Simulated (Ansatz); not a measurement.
**Calculated electric field gradients for SnO**

The cell is a COD entry, ions relaxed with PBE at fixed cell.

```cif
data_structure
_symmetry_space_group_name_H-M 'P 1'
_symmetry_Int_Tables_number 1
_cell_length_a 3.7986
_cell_length_b 3.7986
_cell_length_c 11.1200
_cell_angle_alpha 90.000
_cell_angle_beta 90.000
_cell_angle_gamma 97.685
_cell_volume 159.02
loop_
_atom_site_label
_atom_site_type_symbol
_atom_site_fract_x
_atom_site_fract_y
_atom_site_fract_z
_atom_site_occupancy
Sn1 Sn 0.00006 0.99994 0.98582 1
Sn2 Sn 0.99994 0.00006 0.48582 1
Sn3 Sn 0.49968 0.50032 0.27117 1
Sn4 Sn 0.50032 0.49968 0.77117 1
O5 O 0.99981 0.50000 0.37851 1
O6 O 0.00019 0.50000 0.87851 1
O7 O 0.50000 0.00019 0.37851 1
O8 O 0.50000 0.99981 0.87851 1
```

Atom numbers follow the list; atoms alike are taken as one site, whose name carries the number of the first.

All values are calculated (Ansatz; DFT, PBE, plane waves and PAW, scalar-relativistic, 420 eV cutoff, Γ-centred 12×12×5 k-points, Fermi–Dirac smearing 0.05 eV), not measured.

V_zz is the principal component of the electric field gradient with the largest magnitude, η = (V_xx − V_yy)/V_zz and C_Q = eQV_zz/h.

¹⁷O: I = 5/2, Q = -25.58 mb. Quadrupole moments are those of Pyykkö's year-2017 table.

| site | atoms (order as listed) | first shell | V_zz (10²¹ V/m²) | η | C_Q (MHz) |
| --- | --- | --- | --- | --- | --- |
| Sn | 1, 2, 3, 4 | 4 O at 2.24 Å | -18.44 | 0.31 | – |
| O | 5, 6, 7, 8 | 4 Sn at 2.24 Å | -5.04 | 0.42 | 3.12 |

At Sn V_zz points towards the open side of its shell (within 1°).

Sn has no stable isotope with a ground-state quadrupole moment in the table, so no C_Q is given.

At this cell the PBE pressure is 2.1 GPa (principal stresses up to 13 GPa in size), so it isn't the equilibrium cell of PBE. The entry's cell may itself be off. Without spin–orbit coupling (the program notes it for Sn) the gradients can shift somewhat, as the gap is small. The database positions were far from equilibrium, so the relaxed structure may not be the compound's real one.

The relaxation (6 steps) took 4.4 min of wall time (4.4 min of CPU time) and 1.1 GiB at its peak, on 1 thread of Intel Xeon 6975P-C (Granite Rapids) (x86_64; 16 cores open to the job, memory cap 3.0 GiB, no GPU), a shared host with a load of 0.5 a core.
